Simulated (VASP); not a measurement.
# Ge (Cmmm) in VASP: further runs

One crystal, Ge, is run at these levels: PBE; tasks: single point.

All numbers are computed with VASP 6.6.1; they aren't measurements. Logs are shortened: lines on timing, memory, paths and dates and some standing lists are left out, and cuts for length are marked.

### Step 1. The structure

It takes space group Cmmm (No. 65, orthorhombic). Conventional cell: a = 2.794 Å, b = 5.201 Å, c = 2.698 Å, α = 90.00°, β = 90.00°, γ = 90.00°. Ge (site symmetry mmm) is surrounded by 8 Ge at 2.70 to 2.95 Å.

This isn't the form of Ge at room conditions, which is diamond.

### Step 2. Single point, PBE

Contents of INCAR:

```
PREC = Normal ; ENCUT = 550
EDIFF = 1E-7 ; ISMEAR = 0
SIGMA = 0.05 ; LREAL = F
LASPH = T ; NELM = 100
ALGO = Normal ; ISIF = 2
LWAVE = F ; LCHARG = F
GGA = PE ; NBANDS = 13
ADDGRID = F
```

Contents of KPOINTS:

```
Automatic mesh
0
Gamma
  11 11 10
```

Contents of POSCAR:

```
Ge
1.0
    1.3971490000     -2.6005160000      0.0000000000
    1.3971490000      2.6005160000      0.0000000000
    0.0000000000      0.0000000000      2.6982310000
Ge
1
Direct
    0.5000000000      0.5000000000      0.0000000000
```

Potentials or basis: VASP PAW PBE potentials, release 64 (Ge_d).

Run with:

```bash
$ cat potpaw_PBE.64/Ge_d/POTCAR > POTCAR
$ mpirun -np 1 vasp_std > vasp.out
```

OUTCAR:

```text
PREC = Normal
   ENCUT = 550
   EDIFF = 1E-7
   ISMEAR = 0
   LREAL = F
   LASPH = T
   NELM = 100
   ISIF = 2
   GGA = PE

 Found    216 irreducible k-points:

 Following reciprocal coordinates:
            Coordinates               Weight
  0.000000  0.000000  0.000000      1.000000
  0.090909  0.000000  0.000000      4.000000
  0.181818 -0.000000  0.000000      4.000000
  0.272727 -0.000000  0.000000      4.000000
  0.363636 -0.000000  0.000000      4.000000
  0.454545 -0.000000  0.000000      4.000000
   k-points           NKPTS =    216   k-points in BZ     NKDIM =    216   number of bands    NBANDS=     13
   number of dos      NEDOS =    301   number of ions     NIONS =      1
   total plane-waves  NPLWV =   5184
   dimension x,y,z NGX =    18 NGY =   18 NGZ =   16
   dimension x,y,z NGXF=    36 NGYF=   36 NGZF=   32
   ions per type =               1
   NGX,Y,Z   is equivalent  to a cutoff of  10.14, 10.14,  9.86 a.u.
   NGXF,Y,Z  is equivalent  to a cutoff of  20.27, 20.27, 19.72 a.u.
 SYSTEM =  unknown system
   PREC   = normal    normal or accurate (medium, high low for compatibility)
   ISTART =      0    job   : 0-new  1-cont  2-samecut
   ICHARG =      2    charge: 1-file 2-atom 10-const
   ISPIN  =      1    spin polarized calculation?
   LNONCOLLINEAR =      F non collinear calculations
   LSORBIT =      F    spin-orbit coupling
   LASPH  =      T    aspherical Exc in radial PAW
   ENCUT  =  550.0 eV  40.42 Ry    6.36 a.u.   5.65  5.65  5.16*2*pi/ulx,y,z
   NELM   =    100;   NELMIN=  2; NELMDL= -5     # of ELM steps
   EDIFF  = 0.1E-06   stopping-criterion for ELM
   LREAL  =      F    real-space projection
   EDIFFG = 0.1E-05   stopping-criterion for IOM
   NSW    =      0    number of steps for IOM
   IBRION =     -1    ionic relax: 0-MD 1-quasi-New 2-CG
   NFREE  =      0    steps in history (QN), initial steepest desc. (CG)
   ISIF   =      2    stress and relaxation
   ISYM   =      2    0-nonsym 1-usesym 2-fastsym
   POTIM  = 0.5000    time-step for ionic-motion
   TEBEG  =    0.0;   TEEND  =   0.0 temperature during run
   PSTRESS=    0.0 pullay stress
   NELECT =      14.0000    total number of electrons
   NUPDOWN=      -1.0000    fix difference up-down
   EMIN   =  10.00;   EMAX   =-10.00  energy-range for DOS
   EFERMI =   0.00;   METHOD = LEGACY
   ISMEAR =     0;   SIGMA  =   0.05  broadening in eV -4-tet -1-fermi 0-gaus
   EFERMI_NEDOS =   21; number of points for ismear=-14 and -15
   IALGO  =     38    algorithm
   IMIX   =      4    mixing-type and parameters
     AMIX     =   0.40;   BMIX     =  1.00
     AMIX_MAG =   1.60;   BMIX_MAG =  1.00
  volume/ion in A,a.u.               =      19.61       132.31
  Fermi-wavevector in a.u.,A,eV,Ry     =   1.463234  2.765111 29.130796  2.141053
  Thomas-Fermi vector in A             =   2.579353
   LORBIT       =      0    0 simple, 1 ext, 2 COOP (PROOUT), +10 PAW based schemes
   GGA     = PE    functional components
   LHFCALC =     F    Hartree Fock is set to
   AEXX    =    0.0000 exact exchange contribution
   IVDW    =     0    specifies the selected vdW correction
   LEPSILON=     F    determine dielectric tensor
   LRPA    =     F    only Hartree local field effects (RPA)
 non-spin polarized calculation
 Gauss-broadening in eV      SIGMA  =   0.05
  energy-cutoff  :      550.00
  volume of cell :       19.61
 maximum number of plane-waves:       590
   NGX = 11   NGY = 11   NGZ = 11

 number of electron      13.9999951 magnetization

 Free energy of the ion-electron system (eV)
  ---------------------------------------------------
  ext. energy  EPLUGINS =         0.00000000
  ---------------------------------------------------
  free energy    TOTEN  =        -4.26716949 eV

  energy without entropy =       -4.26650166  energy(sigma->0) =       -4.26683558

 E-fermi :   6.1957     XC(G=0): -11.0382

 val. band max:        6.1922939363   @ k =   0.3636   0.1818   0.1000
 cond. band min:       6.1974633215   @ k =   0.4545   0.0909   0.4000
 fundamental gap:      0.0051693852
 Fermi energy:         6.1957234370

 k-point     1 :       0.0000    0.0000    0.0000
  band No.  band energies     occupation
      1     -18.5229      2.00000
      2     -18.4706      2.00000
      3     -18.4200      2.00000
      4     -18.3142      2.00000
      5     -18.2931      2.00000
      6      -6.6455      2.00000
      7      12.8823      0.00000
      8      13.3517      0.00000
      9      14.8626      0.00000
     10      16.3760      0.00000
     11      18.7119      0.00000
     12      21.0931      0.00000
     13      21.2209      0.00000

 k-point     2 :       0.0909    0.0000    0.0000
  band No.  band energies     occupation
      1     -18.5172      2.00000
      2     -18.4619      2.00000
      3     -18.4210      2.00000
      4     -18.3154      2.00000
      5     -18.2971      2.00000
      6      -6.4449      2.00000
      7      12.4765      0.00000
      8      13.0772      0.00000
      9      13.3088      0.00000
     10      16.8236      0.00000
     11      18.4108      0.00000
     12      20.0270      0.00000
     13      22.3938      0.00000
[... 33 lines left out ...]
 k-point     5 :       0.3636   -0.0000    0.0000
  band No.  band energies     occupation
      1     -18.4998      2.00000
      2     -18.4287      2.00000
      3     -18.3471      2.00000
      4     -18.3414      2.00000
      5     -18.3198      2.00000
      6      -3.4889      2.00000
      7       3.7007      2.00000
      8      10.0910      0.00000
      9      14.1554      0.00000
     10      15.6613      0.00000
     11      20.1141      0.00000
     12      24.9439      0.00000
     13      25.7555      0.00000

 k-point     6 :       0.4545   -0.0000    0.0000
  band No.  band energies     occupation
      1     -18.5039      2.00000
      2     -18.4215      2.00000
      3     -18.3492      2.00000
      4     -18.3252      2.00000
      5     -18.3220      2.00000
      6      -1.9686      2.00000
      7       1.4096      2.00000
      8       9.7099      0.00000
      9      13.7349      0.00000
     10      16.5980      0.00000
     11      21.7649      0.00000
     12      23.2793      0.00000
     13      23.7457      0.00000

 [... further k-points ...]

------------------------ aborting loop because EDIFF is reached ----------------------------------------

  FORCE on cell =-STRESS in cart. coord.  units (eV):
  Direction    XX          YY          ZZ          XY          YZ          ZX
  --------------------------------------------------------------------------------------
  -------------------------------------------------------------------------------------
  Total        0.1341859     -0.3341155     -0.0076842      0.0000000      0.0000000      0.0000000
  in kB       10.9649390    -27.3020891     -0.6279135      0.0000000      0.0000000      0.0000000
  external PRESSURE =      -5.6550212 kB  Pullay stress =       0.0000000 kB

 VOLUME and BASIS-vectors are now :
 -----------------------------------------------------------------------------
  energy-cutoff  :      550.00
  volume of cell :       19.61
      direct lattice vectors                 reciprocal lattice vectors
     1.397149000 -2.600516000  0.000000000     0.357871637 -0.192269534  0.000000000
     1.397149000  2.600516000  0.000000000     0.357871637  0.192269534  0.000000000
     0.000000000  0.000000000  2.698231000     0.000000000  0.000000000  0.370613191

 POSITION                                       TOTAL-FORCE (eV/Angst)
 -----------------------------------------------------------------------------------
      1.39715      0.00000      0.00000         0.000000      0.000000      0.000000
 -----------------------------------------------------------------------------------
    total drift:                                0.000000      0.000000      0.000000

  FREE ENERGIE OF THE ION-ELECTRON SYSTEM (eV)
  ---------------------------------------------------
  free  energy   TOTEN  =        -4.2671694933 eV

  energy  without entropy=       -4.2665016601  energy(sigma->0) =       -4.26683558
```

stdout:

```text
POSCAR found type information on POSCAR Ge
 POSCAR found :  1 types and       1 ions
 scaLAPACK will be used
 LDA part: xc-table for (Slater+PW92), standard interpolation
 POSCAR, INCAR and KPOINTS ok, starting setup
 FFT: planning ... GRIDC
 FFT: planning ... GRID_SOFT
 FFT: planning ... GRID
 WAVECAR not read
 entering main loop
```

It took 11 s on 1 thread of Intel Xeon 6975P-C (Granite Rapids), shared host; peak memory 0.16 GiB.

The run converged, but some of its settings lie outside the range that counts as converged, so its numbers aren't taken as properties of the crystal.

What came out:

```yaml
Free_energy: -4.2672 eV
Pressure: -0.6 GPa
Band_gap_on_the_k_mesh: none (metal or under the smearing width)
```

(Continued in part 2 of 2.)
